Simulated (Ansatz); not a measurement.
# TiO2: the cost of one run

Method: DFT r2SCAN+D3(BJ), plane waves, PAW, scalar-relativistic, no spin polarisation, in Ansatz 0.2.0.

### Step 1. Starting point

The cell holds 12 atoms (O8Ti4): a = 6.435 Å, b = 6.435 Å, c = 6.616 Å, α = 106.18°, β = 106.18°, γ = 34.04°.

Structure file:

```
CELL_PARAMETERS angstrom
6.15358 -1.88347 0.00000
6.15358 1.88347 0.00000
-1.92833 0.00000 6.32897
ATOMIC_POSITIONS crystal
Ti 0.80471 0.80471 0.71624
Ti 0.09993 0.09993 0.71040
Ti 0.19529 0.19529 0.28376
Ti 0.90007 0.90007 0.28960
O 0.05835 0.05835 0.36998
O 0.63807 0.63807 0.70660
O 0.13281 0.13281 0.00471
O 0.94165 0.94165 0.63002
O 0.73651 0.73651 0.34750
O 0.86719 0.86719 0.99529
O 0.26349 0.26349 0.65250
O 0.36193 0.36193 0.29340
```

### Step 2. Run 1

70 steps of 0.75 fs under a Langevin thermostat at 4200 K.

Contents of input.yaml:

```yaml
crystal:
  lattice:
    - [6.153577, -1.883468, 0.0]
    - [6.153577, 1.883468, 0.0]
    - [-1.928326, 0.0, 6.328967]
  atoms:
    - { symbol: Ti, position: [0.804714, 0.804714, 0.716238] }
    - { symbol: Ti, position: [0.099929, 0.099929, 0.710398] }
    - { symbol: Ti, position: [0.195286, 0.195286, 0.283762] }
    - { symbol: Ti, position: [0.900071, 0.900071, 0.289602] }
    - { symbol: O, position: [0.0583525, 0.0583525, 0.369979] }
    - { symbol: O, position: [0.638069, 0.638069, 0.706603] }
    - { symbol: O, position: [0.1328115, 0.1328115, 0.004709] }
    - { symbol: O, position: [0.9416475, 0.9416475, 0.630021] }
    - { symbol: O, position: [0.7365115, 0.7365115, 0.3475] }
    - { symbol: O, position: [0.8671885, 0.8671885, 0.995291] }
    - { symbol: O, position: [0.2634885, 0.2634885, 0.6525] }
    - { symbol: O, position: [0.361931, 0.361931, 0.293397] }
basis:
  ecutwfc: 500.0
kpoints:
  mp_grid: { grid: [5, 5, 3] }
hamiltonian:
  xc: r2scan
  dispersion: d3bj
  pseudopotentials: { kind: paw, azcp: { folder: soft_1 } }
scf:
  occupations: { method: fermi_dirac, width: 0.36 }
  lower_state_search: "off"
md:
  timestep: 0.75
  n_steps: 70
  ensemble: nvt_langevin
  temperature: 4200.0
  initial_velocities: maxwell_boltzmann
  seed: 244960
  friction: 0.02
```

Launch:

```
$ ansatz run input.yaml --threads 4 --pin off --max-ram 10240MiB --backend cpu --events-out ev --progress --plain --runs-dir out
```

Q: Estimate wall time and peak memory on 4 threads of Arm Neoverse V2, shared host.

About 20 min, with a peak of 1.3 GiB.
